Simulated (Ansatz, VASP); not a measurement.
# One calculation of Cu3O2, two programs

```
CELL_PARAMETERS angstrom
-2.02298 2.02298 3.67362
2.02298 -2.02298 3.67362
2.02298 2.02298 -3.67362
ATOMIC_POSITIONS crystal
Cu 0.00000 0.00000 0.00000
Cu 0.75000 0.25000 0.50000
Cu 0.25000 0.75000 0.50000
O 0.50000 0.00000 0.50000
O 0.00000 0.50000 0.50000
```

The cell comes from a database or a generator and needn't be the stable form of this composition.

Alike in both runs: functional LDA; k mesh 9 × 9 × 9; occupations fermi-dirac, width 0.05 eV; no spin polarisation.

|  | VASP | Ansatz |
| --- | --- | --- |
| version | VASP 6.6.1 | Ansatz 0.2.0 |
| potentials or method | VASP PAW LDA potentials, release 64 (Cu, O) | Ansatz PAW |
| plane-wave cutoff (eV) | 520 | 420 |
| valence electrons in the cell | 45 | 69 |
| task | single point | projected density of states |

```tsv
	VASP	Ansatz	Ansatz less VASP
gap on the k mesh at the Fermi level (eV)	none	none	-
pressure (GPa)	-10.8	-11.8	-1.02
largest component of the traceless stress (GPa)	4.65	5.56	+0.912
```

A gap of «none» marks a metal or a gap that the smearing closes. The two sets of potentials don't hold the same shells in valence.

Caveats: an odd number of electrons without spin polarisation forces a metal; a magnetic or distorted state may lie lower; the run has no spin polarisation, though such a crystal can be magnetic; semilocal functionals often make such compounds metallic where correlation or magnetic order opens a gap, which also shifts bond lengths; the pressure holds a Pulay correction of +0.6 GPa for the finite cutoff (Ansatz); the PAW data sets come from PBE, with cores solved anew for the run's functional, which leaves a small shift of forces and pressure (Ansatz); the density of states is complete only up to the lowest level of the last band computed (Ansatz).
